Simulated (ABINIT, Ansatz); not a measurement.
# SiC (Moissanite 3C): third-order response

Aim: Raman and infrared lines of SiC (Moissanite 3C).

Calculated with ABINIT 10.8.3; DFT LDA, scalar-relativistic, plane waves, PseudoDojo norm-conserving pseudopotentials.

**Measured values to reproduce.**

For SiC, 3C polytype (zincblende) (single crystals from silicon oxide and carbon black reaction at 2800 K, annealed in air), “On melting of silicon carbide under pressure” (2012, arxiv:1210.3244) quotes earlier work: lattice constant a (a of cubic 3C-SiC starting crystals) 4.357 Å [Starting-material characterisation; no method, uncertainty or temperature given].

“Infrared properties of SiC particles” (1999, arxiv:astro-ph/9903031) quotes from earlier work for SiC, 3C (beta, cubic zinc blende) (literature average; scatter up to 0.2): ε∞ (high-frequency dielectric constant) 6.49 [average of published experimental values; polytype label garbled in the row, 3C inferred …].

“Optical properties of silicon carbide for astrophysical applications I. New laboratory infrared reflectance spectra and optical constants” (2008, arxiv:0803.1210) reports for SiC, 3C (zinc blende), by FTIR reflectance, classical dispersion analysis (high-purity CVD 3C-SiC wafer, 292 K): infrared mode (TO at Gamma) about 797.5 cm⁻¹ [TO position from reflectance band and dispersion fit; imperfect surface polish].

### 1. The starting structure

The structure is cubic, space group F-43m (No. 216). Conventional cell: a = 4.326 Å, b = 4.326 Å, c = 4.326 Å, α = 90.00°, β = 90.00°, γ = 90.00°. Nearest to Si lie 4 C at 1.87 Å. Nearest to C lie 4 Si at 1.87 Å. Farther neighbours are not listed.

### 2. Relaxing the cell and atoms

The harmonic expansion starts where the forces on the atoms vanish, and stress shifts the frequencies, so cell and atoms are relaxed with tight thresholds.

The starting cell comes from a relaxation made beforehand in Ansatz (LDA, PseudoDojo NC).

File relax.abi:

```
# relaxation
ionmov 2
optcell 2
ecutsm 0.5
dilatmx 1.08
ntime 40
tolmxf 1.0d-05
tolvrs 1.0d-14
prtwf 0
prtden 0
chksymtnons 0

# basis, mesh and filling
ecut 37.0
ngkpt 10 10 10
nshiftk 1
shiftk 0.0 0.0 0.0
istwfk *1
occopt 1
nband 4
nstep 100
diemac 9.0
prtebands 0
prtgsr 0
useylm 1

# cell and atoms
acell 3*1.0 Angstrom
rprim 
    0.0 2.162856994 2.162856994
    2.162856994 0.0 2.162856994
    2.162856994 2.162856994 0.0
ntypat 2
znucl 14 6
natom 2
typat 1 2
xred 
    0.0 0.0 0.0
    0.25 0.25 0.25
pp_dirpath "./pseudo"
pseudos "Si.upf, C.upf"
```

Launch:

```sh
$ OMP_NUM_THREADS=1 mpirun -n 8 abinit relax.abi > relax.log
```

Numbers of over 12 decimals in the logs are rounded to 6 here.

relax.abo, the main output file:

```text
[banners, grids, parts of the stress and lines that vanish by symmetry left out]
- input  file    -> relax.abi
- output file    -> relax.abo
- root for input  files -> relaxi
[...]
Symmetries : space group F-4 3 m (#216); Bravais cF (face-center cubic)
[...]
mpw =        1868          nfft =       46656          nkpt =          47
[...]
== DATASET  1 ==================================================================
[...]
cutoff_energies: {ecut:  37.0, pawecutdg:  -1.0, }
[...]
ETOT  1  -10.222166603788    -1.022E+01 1.450E-01 5.287E+02
 ETOT  2  -10.274128579354    -5.196E-02 1.663E-05 2.401E+02
 ETOT  3  -10.316561039877    -4.243E-02 6.685E-04 6.147E-01
 ETOT  4  -10.316659320798    -9.828E-05 1.367E-06 9.660E-03
 ETOT  5  -10.316660435942    -1.115E-06 2.030E-08 1.161E-04
[...]
At SCF step   11       vres2   =  6.19E-16 < tolvrs=  1.00E-14 =>converged.
[...]
sigma(1 1)=  3.03888720E-07  sigma(3 2)=  0.00000000E+00
  sigma(2 2)=  3.03888720E-07  sigma(3 1)=  0.00000000E+00
  sigma(3 3)=  3.03888720E-07  sigma(2 1)=  0.00000000E+00
[...]
convergence: {deltae:  7.638E-14, res2:  6.195E-16, residm:  1.166E-19, diffor: null, }
etotal    :  -1.03166605E+01
[...]
ETOT  1  -10.316660451110    -1.032E+01 1.808E-11 8.868E-06
[...]
ETOT  5  -10.316660452530     3.268E-13 1.666E-16 4.851E-13
 ETOT  6  -10.316660452530    -1.492E-13 1.315E-18 2.715E-15
 At SCF step    6       vres2   =  2.71E-15 < tolvrs=  1.00E-14 =>converged.
[...]
sigma(1 1)=  9.29050490E-08  sigma(3 2)=  0.00000000E+00
  sigma(2 2)=  9.29050490E-08  sigma(3 1)=  0.00000000E+00
  sigma(3 3)=  9.29050490E-08  sigma(2 1)=  0.00000000E+00
[...]
convergence: {deltae: -1.492E-13, res2:  2.715E-15, residm:  1.315E-18, diffor: null, }
etotal    :  -1.03166605E+01
[...]
At Broyd/MD step   2, gradients are converged :
[...]
sigma(1 1)=  9.29050490E-08  sigma(3 2)=  0.00000000E+00
  sigma(2 2)=  9.29050490E-08  sigma(3 1)=  0.00000000E+00
  sigma(3 3)=  9.29050490E-08  sigma(2 1)=  0.00000000E+00
[...]
- sigma(1 1)=  2.73336091E-03  sigma(3 2)=  0.00000000E+00
- sigma(2 2)=  2.73336091E-03  sigma(3 1)=  0.00000000E+00
- sigma(3 3)=  2.73336091E-03  sigma(2 1)=  0.00000000E+00
[...]
fcart     -0.0000000000E+00 -0.0000000000E+00 -0.0000000000E+00
           strten      9.2905048966E-08  9.2905048966E-08  9.2905048967E-08
================================================================================

[key lines of the parts left out:]
pressure_GPa:  -2.7334E-03
Total energy (etotal) [Ha]= -1.03166604525297E+01
```

Elapsed: 7.2 s, on 8 MPI ranks of Arm Neoverse N1, shared host.

Little changed from the start: no atom moved by 0.005 Å and no cell edge by 0.1 %.

Read from the output:

```
volume per atom : 10.12 Å³
pressure        : -0.002733 GPa
```

### 3. Self-consistent run for the response

First-order wavefunctions inherit every error of the ground state, hence the very tight tolvrs.

File gs.abi:

```
# ground state
tolvrs 1.0d-16
prtden 1
prtwf 1

# basis, mesh and filling
ecut 37.0
ngkpt 12 12 12
nshiftk 1
shiftk 0.0 0.0 0.0
istwfk *1
occopt 1
nband 4
nstep 100
diemac 9.0
prtebands 0
prtgsr 0
useylm 1

# cell and atoms
acell 3*1.0 Angstrom
rprim 
    0.0 2.162837277 2.162837277
    2.162837277 0.0 2.162837277
    2.162837277 2.162837277 0.0
ntypat 2
znucl 14 6
natom 2
typat 1 2
xred 
    0.0 0.0 0.0
    0.25 0.25 0.25
pp_dirpath "./pseudo"
pseudos "Si.upf, C.upf"
```

Launch:

```sh
$ OMP_NUM_THREADS=1 mpirun -n 8 abinit gs.abi > gs.log
```

gs.abo, the main output file:

```text
[banners, grids, parts of the stress and lines that vanish by symmetry left out]
- input  file    -> gs.abi
- output file    -> gs.abo
- root for input  files -> gsi
[...]
Symmetries : space group F-4 3 m (#216); Bravais cF (face-center cubic)
[...]
mpw =        1484          nfft =       32768          nkpt =          72
[...]
== DATASET  1 ==================================================================
[...]
cutoff_energies: {ecut:  37.0, pawecutdg:  -1.0, }
[...]
ETOT  1  -10.220760250634    -1.022E+01 2.228E-01 3.636E+02
 ETOT  2  -10.276539213441    -5.578E-02 3.927E-05 1.590E+02
 ETOT  3  -10.316554950865    -4.002E-02 6.470E-04 5.477E-01
 ETOT  4  -10.316680128482    -1.252E-04 1.430E-06 6.278E-03
 ETOT  5  -10.316681131081    -1.003E-06 1.694E-08 1.446E-04
[...]
ETOT 11  -10.316681161323     6.395E-14 6.832E-20 3.311E-16
 ETOT 12  -10.316681161323    -7.461E-14 1.464E-21 5.584E-18
 At SCF step   12       vres2   =  5.58E-18 < tolvrs=  1.00E-16 =>converged.
[...]
sigma(1 1)=  1.14627978E-05  sigma(3 2)=  0.00000000E+00
  sigma(2 2)=  1.14627978E-05  sigma(3 1)=  0.00000000E+00
  sigma(3 3)=  1.14627978E-05  sigma(2 1)=  0.00000000E+00
[...]
convergence: {deltae: -7.461E-14, res2:  5.584E-18, residm:  1.464E-21, diffor: null, }
etotal    :  -1.03166812E+01
[...]
sigma(1 1)=  1.14627978E-05  sigma(3 2)=  0.00000000E+00
  sigma(2 2)=  1.14627978E-05  sigma(3 1)=  0.00000000E+00
  sigma(3 3)=  1.14627978E-05  sigma(2 1)=  0.00000000E+00
[...]
- sigma(1 1)=  3.37247156E-01  sigma(3 2)=  0.00000000E+00
- sigma(2 2)=  3.37247156E-01  sigma(3 1)=  0.00000000E+00
- sigma(3 3)=  3.37247156E-01  sigma(2 1)=  0.00000000E+00
[...]
fcart     -0.0000000000E+00 -0.0000000000E+00 -0.0000000000E+00
           strten      1.1462797835E-05  1.1462797835E-05  1.1462797835E-05
================================================================================

[key lines of the parts left out:]
pressure_GPa:  -3.3725E-01
```

Elapsed: 5 s, on 8 MPI ranks.

Read from the output:

```yaml
pressure: -0.3372 GPa
```

The cell stands at -0.34 GPa: the relaxation ran with a smoothed cutoff and on another k mesh.

### 4. Empty bands

Empty bands on the ground state's density check that the gap assumed so far is there in this cell.

File gap.abi:

```
# empty bands on the ground state's density
iscf -2
getden_filepath "gso_DEN"
tolwfr 1.0d-12
nbdbuf 2
prtwf 0

# basis, mesh and filling
ecut 37.0
ngkpt 12 12 12
nshiftk 1
shiftk 0.0 0.0 0.0
istwfk *1
occopt 1
nband 8
nstep 100
diemac 9.0
prtebands 0
prtgsr 0
useylm 1

# cell and atoms
acell 3*1.0 Angstrom
rprim 
    0.0 2.162837277 2.162837277
    2.162837277 0.0 2.162837277
    2.162837277 2.162837277 0.0
ntypat 2
znucl 14 6
natom 2
typat 1 2
xred 
    0.0 0.0 0.0
    0.25 0.25 0.25
pp_dirpath "./pseudo"
pseudos "Si.upf, C.upf"
```

Launch:

```sh
$ OMP_NUM_THREADS=1 mpirun -n 8 abinit gap.abi > gap.log
```

gap.abo, the main output file:

```text
[banners, grids, parts of the stress and lines that vanish by symmetry left out]
- input  file    -> gap.abi
- output file    -> gap.abo
- root for input  files -> gapi
[...]
Symmetries : space group F-4 3 m (#216); Bravais cF (face-center cubic)
[...]
mpw =        1484          nfft =       32768          nkpt =          72
[...]
== DATASET  1 ==================================================================
[...]
cutoff_energies: {ecut:  37.0, pawecutdg:  -1.0, }
[...]
-outvars: echo values of variables after computation
            acell      1.8897261259E+00  1.8897261259E+00  1.8897261259E+00 Bohr
================================================================================
```

Run time: 4.5 s. Hardware: 8 MPI ranks; 35 s of CPU time.

This step gave:

- gap on the k-mesh: 1.311 eV

In this cell the gap on the mesh is 1.3 eV, indirect (smallest direct 4.6 eV), so fixed occupations hold.

### 5. Zone-centre response

The derivative of the wavefunctions by k comes first, since the response to a field is built on it; then the field and the displacements that symmetry doesn't supply are solved at q = 0. By the 2n+1 theorem the first-order wavefunctions also give third derivatives: Raman tensors and the non-linear susceptibility.

It reads the wavefunctions written in step 3.

File dfpt_gamma.abi:

```
ndtset 3

# common to the responses
getwfk_filepath "gso_WFK"
kptopt 2
nqpt 1
qpt 0.0 0.0 0.0
asr 0
chneut 0

# d/dk
rfelfd1 2
rfdir1 1 1 1
iscf1 -3
tolwfr1 1.0d-20

# displacements, field
rfphon2 1
rfatpol2 1 2
rfdir2 1 1 1
rfelfd2 3
getddk2 1
tolvrs2 1.0d-10
prepanl2 1
prtden2 1

# third order
optdriver3 5
getden_filepath3 "gso_DEN"
get1den3 2
get1wf3 2
getddk3 1
d3e_pert1_elfd3 1
d3e_pert1_phon3 1
d3e_pert1_atpol3 1 2
d3e_pert1_dir3 1 1 1
d3e_pert2_elfd3 1
d3e_pert2_dir3 1 1 1
d3e_pert3_elfd3 1
d3e_pert3_dir3 1 1 1
usepead3 1
tolvrs3 1.0d-10

# basis, mesh and filling
ecut 37.0
ngkpt 12 12 12
nshiftk 1
shiftk 0.0 0.0 0.0
istwfk *1
occopt 1
nband 4
nstep 100
diemac 9.0
prtebands 0
prtgsr 0
useylm 1

# cell and atoms
acell 3*1.0 Angstrom
rprim 
    0.0 2.162837277 2.162837277
    2.162837277 0.0 2.162837277
    2.162837277 2.162837277 0.0
ntypat 2
znucl 14 6
natom 2
typat 1 2
xred 
    0.0 0.0 0.0
    0.25 0.25 0.25
pp_dirpath "./pseudo"
pseudos "Si.upf, C.upf"
```

Launch:

```sh
$ OMP_NUM_THREADS=1 mpirun -n 8 abinit dfpt_gamma.abi > dfpt_gamma.log
```

dfpt_gamma.abo, the main output file:

```text
[banners, grids, parts of the stress and lines that vanish by symmetry left out]
- input  file    -> dfpt_gamma.abi
- output file    -> dfpt_gamma.abo
- root for input  files -> dfpt_gammai
[...]
DATASET    1 : space group F-4 3 m (#216); Bravais cF (face-center cubic)
[...]
nfft =       32768          nkpt =         868
[...]
DATASET    2 : space group F-4 3 m (#216); Bravais cF (face-center cubic)
[...]
nfft =       32768          nkpt =         868
[...]
DATASET    3 : space group F-4 3 m (#216); Bravais cF (face-center cubic)
[...]
mpw =        1484          nfft =       32768          nkpt =         868
[...]
== DATASET  1 ==================================================================
[...]
cutoff_energies: {ecut:  37.0, pawecutdg:  -1.0, }
[...]
-  6.00000   4.00000  180309                  znucl, zion, pspdat
[...]
Perturbation : derivative vs k along direction   1
[...]
-ETOT  1  -13.937116223170     -1.394E+01 3.328E-01 0.000E+00
 ETOT  2  -13.981682563291     -4.457E-02 2.950E-03 0.000E+00
 ETOT  3  -13.981988388884     -3.058E-04 3.121E-05 0.000E+00
 ETOT  4  -13.981991156014     -2.767E-06 3.525E-07 0.000E+00
 ETOT  5  -13.981991184502     -2.849E-08 4.296E-09 0.000E+00
[...]
At SCF step   12   max residual=  9.97E-21 < tolwfr=  1.00E-20 =>converged.
[...]
Perturbation : derivative vs k along direction   2
[...]
-ETOT  1  -13.937126292469     -1.394E+01 3.328E-01 0.000E+00
[...]
At SCF step   12   max residual=  9.95E-21 < tolwfr=  1.00E-20 =>converged.
[...]
Perturbation : derivative vs k along direction   3
[...]
-ETOT  1  -13.937116224367     -1.394E+01 3.328E-01 0.000E+00
[...]
At SCF step   12   max residual=  9.97E-21 < tolwfr=  1.00E-20 =>converged.
[...]
1        1       1.9233575595    0.0000000000
     1        2       0.9616787797    0.0000000000
     1        3       0.9616787797   -0.0000000000
     2        1       0.9616787797    0.0000000000
     2        2       1.9233575595    0.0000000000
     2        3       0.9616787797    0.0000000000
     3        1       0.9616787797   -0.0000000000
     3        2       0.9616787797    0.0000000000
     3        3       1.9233575595   -0.0000000000
[...]
== DATASET  2 ==================================================================
[...]
cutoff_energies: {ecut:  37.0, pawecutdg:  -1.0, }
[...]
Perturbation : displacement of atom   1   along direction   1
[...]
-ETOT  1   6.888256     -4.532E+01 4.269E-01 2.755E+02
[...]
At SCF step    8       vres2   =  6.49E-11 < tolvrs=  1.00E-10 =>converged.
[...]
Perturbation : displacement of atom   2   along direction   1
[...]
-ETOT  1   8.840914     -5.686E+02 1.619E+00 4.751E+03
[...]
At SCF step    9       vres2   =  1.64E-11 < tolvrs=  1.00E-10 =>converged.
[...]
Perturbation : homogeneous electric field along direction   1
[...]
-ETOT  1  -110.64882181562     -1.106E+02 5.204E+00 7.572E+03
[...]
At SCF step    9       vres2   =  3.90E-11 < tolvrs=  1.00E-10 =>converged.
[...]
Perturbation : homogeneous electric field along direction   2
[...]
-ETOT  1  -110.64898126731     -1.106E+02 5.204E+00 7.572E+03
[...]
At SCF step    9       vres2   =  3.88E-11 < tolvrs=  1.00E-10 =>converged.
[...]
Perturbation : homogeneous electric field along direction   3
[...]
-ETOT  1  -110.64882180506     -1.106E+02 5.204E+00 7.572E+03
[...]
ETOT  8  -113.24906380678     -4.648E-11 1.156E-12 2.432E-09
 ETOT  9  -113.24906380678     -6.963E-13 1.465E-14 3.871E-11
 At SCF step    9       vres2   =  3.87E-11 < tolvrs=  1.00E-10 =>converged.
[...]
Dielectric tensor, in cartesian coordinates,
[...]
1    4   1    4         6.8799113105        -0.0000000000
   1    4   2    4        -0.0000000000        -0.0000000000
   1    4   3    4         0.0000000000        -0.0000000000
   2    4   1    4        -0.0000000000        -0.0000000000
   2    4   2    4         6.8799113105        -0.0000000000
   2    4   3    4         0.0000000000        -0.0000000000
   3    4   1    4        -0.0000000000        -0.0000000000
   3    4   2    4        -0.0000000000        -0.0000000000
   3    4   3    4         6.8799113105        -0.0000000000
  Effective charges, in cartesian coordinates,
[...]
1    1   1    4         2.7217819897         0.0000000000
   2    1   1    4         0.0000000000         0.0000000000
   3    1   1    4        -0.0000000000         0.0000000000
   1    2   1    4        -2.7232867267         0.0000000000
   2    2   1    4        -0.0000000000         0.0000000000
[...]
Effective charges, in cartesian coordinates,
[...]
2    4   1    2        -0.0000000000         0.0000000000
   3    4   1    2        -0.0000000000         0.0000000000
   1    4   2    2         0.0000000000         0.0000000000
   2    4   2    2        -2.7232867403         0.0000000000
   3    4   2    2         0.0000000000         0.0000000000
   1    4   3    2         0.0000000000         0.0000000000
   2    4   3    2         0.0000000000         0.0000000000
   3    4   3    2        -2.7232867403         0.0000000000
  Phonon wavevector (reduced coordinates) :  0.00000  0.00000  0.00000
 Phonon energies in Hartree :
[...]
Phonon frequencies in cm-1    :
-  4.378632E-01  4.378633E-01  4.378636E-01  7.980093E+02  7.980093E+02
-  7.980093E+02
  Phonon at Gamma, with non-analyticity in the
[...]
Phonon energies in Hartree :
[...]
Phonon frequencies in cm-1    :
-  4.378632E-01  4.378633E-01  4.528620E-01  7.980093E+02  7.980093E+02
-  9.738047E+02
  Phonon at Gamma, with non-analyticity in the
[...]
Phonon energies in Hartree :
[...]
Phonon frequencies in cm-1    :
-  4.378632E-01  4.378636E-01  4.528617E-01  7.980093E+02  7.980093E+02
-  9.738047E+02
  Phonon at Gamma, with non-analyticity in the
[...]
Phonon energies in Hartree :
[...]
Phonon frequencies in cm-1    :
-  4.378633E-01  4.378636E-01  4.528616E-01  7.980093E+02  7.980093E+02
-  9.738047E+02
[...]
== DATASET  3 ==================================================================
[...]
cutoff_energies: {ecut:  37.0, pawecutdg:  -1.0, }
[...]
j1 : displacement of atom   1 along direction   1
[...]
j1 : displacement of atom   2 along direction   1
[...]
j2 : displacement of atom   1 along direction   1
[...]
j2 : displacement of atom   2 along direction   1
[...]
j2 : displacement of atom   1 along direction   1
[...]
j2 : displacement of atom   2 along direction   1
[...]
1          1        0.000000001        0.000000000        0.000000000
[...]
1          2       -0.000000001        0.000000001       -0.051773417
[...]
1          3        0.000000001       -0.051773417        0.000000001
[...]
2          1       -0.000000003       -0.000000000       -0.000000000
[...]
2          2        0.000000003       -0.000000003        0.050594223
[...]
2          3       -0.000000003        0.050594223       -0.000000003
[...]
strten2     0.0000000000E+00  0.0000000000E+00  0.0000000000E+00
           strten3     0.0000000000E+00  0.0000000000E+00  0.0000000000E+00
================================================================================
```

Run time: 3.5 min. Hardware: 8 MPI ranks.

Numbers from this step:

```yaml
miss_of_the_charge_sum_rule: 0.001505 e
largest_acoustic_frequency_at_the_zone_centre_before_the_sum_rule: 0.44 cm⁻¹
highest_optical_zone_centre_mode_no_lo_to_term: 798.0 cm⁻¹
lowest_optical_zone_centre_mode: 798.0 cm⁻¹
mean_high_frequency_dielectric_constant: 6.880
largest_born_charge_in_size_third_of_the_trace: 2.723 e
```

Born charge (rows field, columns displacement), before the sum rule (e), principal values of the symmetric part by kind of site:

| atom | atoms with these values | low | middle | high | mean |
| --- | --- | --- | --- | --- | --- |
| Si1 | 1 | 2.72 | 2.72 | 2.72 | 2.72 |
| C2 | 1 | -2.72 | -2.72 | -2.72 | -2.72 |

In full for C2:

```
-2.72  0.00  0.00
 0.00 -2.72  0.00
 0.00  0.00 -2.72
```

High-frequency dielectric tensor:

```
6.88 0.00 0.00
0.00 6.88 0.00
0.00 0.00 6.88
```

The acoustic modes at Γ come out as far as 0.4 cm⁻¹ from zero, where they should vanish, a small numerical error; the Born charges miss their sum rule by 0.0015 e, which is good.

(Part 1 of 3 ends here.)

[Host names and launcher messages were left out of these logs when they were recorded.]

[Logs are printed without paths, hosts, clocks, repeated set-up lines and the standing remarks that a program may print on its own settings, such as how far it seeks lower states.]

[Hosts, paths, dates, database ids (printed as entryN), source tags and the programs' standing remarks are cut or masked in the printed files.]
